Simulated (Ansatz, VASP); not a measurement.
## Two plane-wave programs on Al2Ru

File INCAR:

```
PREC     = Accurate       # precision mode
ENCUT    = 520            # plane-wave cutoff, eV
EDIFF    = 1E-7           # SCF threshold, eV
ISMEAR   = 0              # smearing method
SIGMA    = 0.1            # smearing width, eV
LREAL    = False          # projectors in reciprocal space
LASPH    = True           # aspherical terms in the spheres
NELM     = 80             # most SCF steps
ALGO     = Normal         # electronic algorithm
ISIF     = 2              # what is computed and relaxed
LWAVE    = False          # write WAVECAR
LCHARG   = False          # write CHGCAR
GGA      = PS             # functional
NBANDS   = 17             # bands
```

KPOINTS

```
Automatic mesh
0
Gamma
  9 9 9
```

The input POSCAR:

```
Al2Ru
1.0
   -1.5604216200      1.5604216200      4.2218055900
    1.5604216200     -1.5604216200      4.2218055900
    1.5604216200      1.5604216200     -4.2218055900
Al Ru
2 1
Direct
    0.6592021900      0.6592021900      0.0000000000
    0.3407978100      0.3407978100      0.0000000000
    0.0000000000      0.0000000000      0.0000000000
```

Input for Ansatz:

```yaml
crystal:
  lattice:
    - [-1.56042162, 1.56042162, 4.22180559]
    - [1.56042162, -1.56042162, 4.22180559]
    - [1.56042162, 1.56042162, -4.22180559]
  atoms:
    - { symbol: Al, position: [0.65920219, 0.65920219, 0.0] }
    - { symbol: Al, position: [0.34079781, 0.34079781, 0.0] }
    - { symbol: Ru, position: [0.0, 0.0, 0.0] }
basis:
  ecutwfc: 420
kpoints:
  mp_grid: { grid: [9, 9, 9] }
hamiltonian:
  xc: pbesol
scf:
  occupations: { method: gaussian, width: 0.1 }
output:
  forces: true
  stress: true
  eigenvalues: true
```

Alike in both runs: task single point; functional PBEsol; k mesh 9 × 9 × 9; occupations gaussian, width 0.1 eV; no spin polarisation.

|  | VASP | Ansatz |
| --- | --- | --- |
| version | VASP 6.6.1 | Ansatz 0.2.0 |
| potentials or method | VASP PAW PBE potentials, release 64 (Al, Ru_pv) | scalar-relativistic, plane waves, PAW |
| plane-wave cutoff (eV) | 520 | 420 |
| valence electrons in the cell | 20 | 22 |

Ansatz gave:

| Item | Value |
| --- | --- |
| gap on the k mesh at the Fermi level (eV) | none |
| pressure (GPa) | -0.4 |
| largest component of the traceless stress (GPa) | 0.56 |
| rms of the force components (eV/Å) | 0.026 |

Task: Which values does VASP return?

Result: gap on the k mesh at the Fermi level (eV): none; pressure (GPa): -0.4; largest component of the traceless stress (GPa): 0.55; rms of the force components (eV/Å): 0.026.

Atom by atom the forces differ by 0.000 eV/Å (rms over components). A gap of «none» marks a metal or a gap that the smearing closes. The two sets of potentials don't hold the same shells in valence.

Caveats: the PAW data sets were made with another functional, which shifts forces and pressure a little (VASP).
